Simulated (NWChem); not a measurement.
An input for NWChem 7.2.2 (NbH):

The input nbh.nw:

```
start nbh
title "NbH scf"
memory 1800 mb
geometry units angstrom nocenter noautosym noautoz print
  system crystal
    lattice_vectors
        -1.6069640000    1.6069640000    1.9843010000
         1.6069640000   -1.6069640000    1.9843010000
         1.6069640000    1.6069640000   -1.9843010000
  end
  Nb  0.0000000000  0.0000000000  0.0000000000
  H  -0.5000000000 -0.5000000000  0.0000000000
end
nwpw
  simulation_cell
    ngrid 30 30 30
  end
  xc lda
  cutoff 52.0
  ewald_ncut 8
  ewald_rcut 3.0
  pseudopotentials
    H library HGH_LDA
    Nb library HGH_LDA
  end
  odft
  mult 1
  monkhorst-pack 3 3 3
  smear 0.0018375 fermi orbitals 8
  scf pulay alpha 0.3 iterations 5 outer_iterations 1
  loop 10 10
  tolerances 1e-08 1e-08
  band_dplot
    density total rho.cube
    density diff spin.cube
  end
end
task band gradient
task band band_dplot
```

Potentials or basis: NWChem's HGH_LDA library.

The run is started by

```sh
$ nwchem nbh.nw > nbh.out
```

Q: What does the program do with it?

A: The run stopped without a result. It printed:

nbh.out:

```text
Northwest Computational Chemistry Package (NWChem) 7.2.2
             --------------------------------------------------------

                                NWChem Input Module
                                -------------------

                                      NbH scf
                                      -------

                             Geometry "geometry" -> ""
[... 53 lines left out ...]
          *  A pseudopotential plane-wave band structure program   *
          *  with Brillouin zone sampling for optimizing crystals, *
          *                                                        *
          **********************************************************
          ================ input data ========================
At line 94 of file hghpp_band.F (unit = 11, file = './H.psp')
Fortran runtime error: Bad integer for item 1 in list input

Error termination. Backtrace:
 Generating 1d pseudopotential for Nb

 Generated formatted_filename: ./Nb.cpp
 Generating 1d pseudopotential for H
```
